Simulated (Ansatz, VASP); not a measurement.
# Ir: VASP beside Ansatz

```
CELL_PARAMETERS angstrom
0.00000 1.92027 1.92027
1.92027 0.00000 1.92027
1.92027 1.92027 0.00000
ATOMIC_POSITIONS crystal
Ir 0.00000 0.00000 0.00000
```

Alike in both runs: functional PBE; dispersion D3(BJ); k mesh 18 × 18 × 18; occupations gaussian, width 0.1 eV; no spin polarisation.

Ansatz relaxed the structure, and its values are those at the end. VASP's run is a single point on that final structure, the one shown.

|  | VASP | Ansatz |
| --- | --- | --- |
| version | VASP 6.6.1 | Ansatz 0.2.0 |
| potentials or method | VASP PAW PBE potentials, release 64 (Ir) | scalar-relativistic, plane waves, PAW |
| plane-wave cutoff (eV) | 520 | 420 |
| valence electrons in the cell | 9 | 17 |

```csv
,VASP,Ansatz,Ansatz less VASP
gap on the k mesh at the Fermi level (eV),none,none,-
pressure (GPa),0.6,0.0,-0.57
```

A gap of «none» marks a metal or a gap that the smearing closes. The two sets of potentials don't hold the same shells in valence.

Caveats: pairwise dispersion overbinds metals, which lowers pressure and volume. The runs have no spin-orbit coupling, so splittings on Ir are missing.
